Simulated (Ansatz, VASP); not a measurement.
Mg: VASP beside Ansatz

The input INCAR:

```
ALGO     = Normal         # electronic algorithm
EDIFF    = 1E-6           # SCF threshold, eV
ENCUT    = 520            # plane-wave cutoff, eV
GGA      = RP             # functional
ISIF     = 2              # what is computed and relaxed
ISMEAR   = 0              # smearing method
LASPH    = T              # aspherical terms in the spheres
LCHARG   = F              # write CHGCAR
LREAL    = F              # projectors in reciprocal space
LWAVE    = F              # write WAVECAR
NBANDS   = 7              # bands
NELM     = 60             # most SCF steps
PREC     = Accurate       # precision mode
SIGMA    = 0.1            # smearing width, eV
```

KPOINTS

```
k-points
0
Gamma
  10 10 10
```

The input POSCAR:

```
Mg
1.0
    0.0000000000      2.2442560000      2.2442560000
    2.2442560000      0.0000000000      2.2442560000
    2.2442560000      2.2442560000      0.0000000000
Mg
1
Direct
    0.0000000000      0.0000000000      0.0000000000
```

Contents of input.yaml:

```yaml
crystal:
  lattice:
    - [0.0, 2.244256, 2.244256]
    - [2.244256, 0.0, 2.244256]
    - [2.244256, 2.244256, 0.0]
  atoms:
    - { symbol: Mg, position: [0.0, 0.0, 0.0] }
kpoints:
  mp_grid: { grid: [10, 10, 10] }
scf:
  occupations: { method: gaussian, width: 0.1 }
hamiltonian:
  xc: rpbe
  pseudopotentials: { kind: all_electron, lapw: { basis_error: 0.001 } }
output:
  forces: true
  stress: true
  eigenvalues: true
```

This isn't the form of Mg at room conditions, which is hcp.

Alike in both runs: task single point; functional RPBE; k mesh 10 × 10 × 10; occupations gaussian, width 0.1 eV; no spin polarisation.

```csv
,VASP,Ansatz
version,VASP 6.6.1,Ansatz 0.2.0
potentials or method,"VASP PAW PBE potentials, release 64 (Mg)","all-electron LAPW, scalar-relativistic"
plane-wave cutoff (eV),520,see its input
```

```csv
,VASP,Ansatz,Ansatz less VASP
gap on the k mesh at the Fermi level (eV),none,none,-
pressure (GPa),1.8,2.0,+0.14
```

A gap of «none» marks a metal or a gap that the smearing closes. Ansatz ran all-electron here, so the differences hold the error of VASP's frozen core and of both bases.

Caveats: the PAW data sets were made with another functional, which shifts forces and pressure a little (VASP).
